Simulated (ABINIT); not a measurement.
# InP in ABINIT: convergence with cutoff

The system is InP.

```xyz
2
Lattice="0.0000 2.9305 2.9305 2.9305 0.0000 2.9305 2.9305 2.9305 0.0000" Properties=species:S:1:pos:R:3 pbc="T T T"
In    0.0000    0.0000    0.0000
P     4.3957    4.3957    4.3957
```

```yaml
Program: ABINIT 10.8.3 (patched build)
Task: single point
Functional: BLYP
Potentials_or_basis: JTH PAW PBE v2.0 sp
Cutoff: 245 eV
k_mesh: 8 × 8 × 8
Occupations: methfessel-paxton, width 0.05 eV
Spin: no spin polarisation
```

These are the settings of the first run; the series varies cutoff, with any setting tied to it.

Hardware: 1 thread of Arm Neoverse V2, on a shared host.

Question: The values tried are 9 Ha, 11 Ha, 13 Ha, 15.5 Ha, 18.5 Ha, 22 Ha, 25.5 Ha, 29.5 Ha, 35 Ha, loosest first. From which on does the energy stay within 1 meV/atom of the tightest run that finished?

Answer: From 22 Ha on.

```tsv
cutoff	energy less the tightest run (meV/atom)	gap on the mesh (eV)	SCF cycles	CPU time (s)	peak memory (GiB)
9 Ha	18.36	0.692	10	6.4	0.12
11 Ha	13.60	0.694	10	6.7	0.12
13 Ha	8.70	0.695	10	7.7	0.12
15.5 Ha	4.29	0.696	10	9	0.13
18.5 Ha	1.72	0.696	10	10	0.13
22 Ha	0.98	0.697	10	13	0.14
25.5 Ha	0.57	0.697	10	14	0.15
29.5 Ha	0.19	0.697	10	17	0.16
35 Ha	0.00	0.697	10	22	0.17
```

Against the tightest run, the gap on the mesh stays within 0.01 eV from 9 Ha on. The tightest run that finished is the yardstick and may itself not be fully converged.

Caveat, for the tightest run too: spin-orbit coupling is left out, which moves the levels of the heavy elements; this set keeps more shells in the core, which shifts pressures and gaps.
